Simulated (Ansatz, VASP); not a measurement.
# GaAs in VASP and in Ansatz

Contents of POSCAR:

```
GaAs
1.0
    0.0000000000      2.7834247071      2.7834247071
    2.7834247071      0.0000000000      2.7834247071
    2.7834247071      2.7834247071      0.0000000000
Ga As
1 1
Direct
    0.0000000000      0.0000000000      0.0000000000
    0.7500000000      0.7500000000      0.7500000000
```

Contents of INCAR.step1:

```
SYSTEM = GaAs
PREC = Accurate ; ENCUT = 520
ISMEAR = 0 ; SIGMA = 0.05
LREAL = .FALSE. ; LASPH = .TRUE.
NELM = 80 ; NBANDS = 16
GGA = PE ; ALGO = Normal
EDIFF = 1E-4 ; LWAVE = .TRUE.
LCHARG = .FALSE.
```

File INCAR.step2:

```
SYSTEM = GaAs
PREC = Accurate ; ENCUT = 520
EDIFF = 1E-7 ; ISMEAR = 0
SIGMA = 0.05 ; LREAL = .FALSE.
LASPH = .TRUE. ; NELM = 80
ALGO = Normal ; ISIF = 2
LWAVE = .FALSE. ; LCHARG = .FALSE.
METAGGA = R2SCAN ; LMIXTAU = .TRUE.
IVDW = 13 ; VDW_S6 = 1.0
VDW_S8 = 0.6018749 ; VDW_A1 = 0.51559235
VDW_A2 = 5.77342911 ; NBANDS = 16
ISTART = 1
```

Contents of KPOINTS:

```
Automatic mesh
0
G
  8 8 8
  0 0 0
```

Input for Ansatz:

```yaml
crystal:
  lattice:
    - [0.0, 2.7834247071, 2.7834247071]
    - [2.7834247071, 0.0, 2.7834247071]
    - [2.7834247071, 2.7834247071, 0.0]
  atoms:
    - { symbol: Ga, position: [0.0, 0.0, 0.0] }
    - { symbol: As, position: [0.75, 0.75, 0.75] }
basis:
  ecutwfc: 500
  ecutrho_ratio: 4
kpoints:
  mp_grid: { grid: [8, 8, 8] }
hamiltonian:
  xc: r2scan
  dispersion: d4
scf:
  occupations: { method: gaussian, width: 0.05 }
output:
  forces: true
  stress: true
  eigenvalues: true
```

Alike in both runs: task single point; functional r2SCAN; dispersion D4; k mesh 8 × 8 × 8; occupations gaussian, width 0.05 eV; no spin polarisation.

|  | VASP | Ansatz |
| --- | --- | --- |
| version | VASP 6.6.1 | Ansatz 0.2.0 |
| potentials or method | VASP PAW PBE potentials, release 64 (Ga_d, As) | scalar-relativistic, plane waves, PAW |
| plane-wave cutoff (eV) | 520 | 500 |
| valence electrons in the cell | 18 | 28 |

```csv
,VASP,Ansatz,Ansatz less VASP
gap on the k mesh at the Fermi level (eV),1.38,1.40,+0.020
least direct gap on the mesh (eV),1.38,1.40,+0.020
pressure (GPa),3.5,3.4,-0.15
dispersion energy (meV/atom),-149.5,-149.7,-0.18
```

The two sets of potentials don't hold the same shells in valence.

Caveats: the PAW data sets were made with another functional, which shifts forces and pressure a little (VASP). A k mesh can miss the band edges. r2SCAN opens gaps a little over a GGA but as a rule still falls short of measured ones.
